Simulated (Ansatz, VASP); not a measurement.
## K: VASP beside Ansatz

```
K
1.0
     4.50792    0.00000    0.00000
    -2.25396    3.90397    0.00000
     0.00000    0.00000   14.69230
K
4
Direct
  0.00000 0.00000 0.00000
  0.00000 0.00000 0.50000
  0.33333 0.66667 0.25000
  0.66667 0.33333 0.75000
```

The cell was built by a generator and needn't be a form met in nature.

Alike in both runs: functional LDA; k mesh 8 × 8 × 2; occupations fermi-dirac, width 0.1 eV; no spin polarisation.

Ansatz relaxed the structure, and its values are those at the end. VASP's run is a single point on that final structure, the one shown.

```csv
,VASP,Ansatz
version,VASP 6.6.1,Ansatz 0.2.0
potentials or method,"VASP PAW LDA potentials, release 64 (K_sv)","plane waves (420 eV) with PAW, scalar-relativistic"
plane-wave cutoff (eV),520,420
valence electrons in the cell,36,36
```

```csv
,VASP,Ansatz,Ansatz less VASP
pressure (GPa),0.0,0.0,+0.02
```

Ansatz warned: «pseudo_functional_mismatch».
